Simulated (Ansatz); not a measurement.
# PbSe: a single-point run

Aim: a sound single-point run of PbSe. The structure is shown as the input types it.

Computed with Ansatz 0.2.0 (density functional or hybrid calculation with the settings of its input, plane waves, unless a step's input says otherwise).

1 further run of the same task is left out (it didn't finish). Runs told in other sessions of the task aren't counted.

## Step 1: The system as given

Symmetry: Cmcm, No. 63, orthorhombic system. Conventional cell: a = 4.275 Å, b = 11.994 Å, c = 4.433 Å, α = 90.00°, β = 90.00°, γ = 90.00°. Pb (site symmetry m2m) has 5 Se at 2.81 to 3.08 Å in its first shell of neighbours. Se (site symmetry m2m) has 5 Pb at 2.81 to 3.08 Å in its first shell of neighbours.

As a file:

```
Pb Se
1.0
     2.13770   -5.99676    0.00000
     2.13770    5.99676    0.00000
     0.00000    0.00000    4.43349
Pb Se
2 2
Direct
  0.62844 0.37156 0.75000
  0.37156 0.62844 0.25000
  0.86268 0.13732 0.75000
  0.13732 0.86268 0.25000
```

## Step 2: Input and run

The input, input.yaml:

```yaml
crystal:
  lattice:
    - [2.1377037839, -5.9967639064, 0.0]
    - [2.1377037839, 5.9967639064, 0.0]
    - [0.0, 0.0, 4.4334889037]
  atoms:
    - { symbol: Pb, position: [0.628435995, 0.371564005, 0.75] }
    - { symbol: Pb, position: [0.371564005, 0.628435995, 0.25] }
    - { symbol: Se, position: [0.8626836362, 0.1373163638, 0.75] }
    - { symbol: Se, position: [0.1373163638, 0.8626836362, 0.25] }
kpoints:
  mp_grid: { grid: [4, 4, 4] }
hamiltonian:
  xc: { exchange: pbe, correlation: pbe, exx: { coeff: 1.5, omega: 0.3 } }
scf:
  occupations: { method: fixed }
  n_extra_bands: 5
output:
  forces: true
  stress: true
  eigenvalues: true
```

On the command line:

```bash
> ansatz run input.yaml --threads 4 --pin off --max-ram 4608MiB --backend cpu --events-out ev --progress --plain --runs-dir out
```

What happens when this is run?

The run ended at the input check. The line that matters: «invalid value for `hamiltonian.xc.exx.coeff`: must be finite and in (0, 1]; got 1.5»

In the input, hamiltonian.xc.exx.coeff is 1.5. The number typed is not permitted for that setting.

Remedy: set hamiltonian.xc.exx.coeff to 0.05.
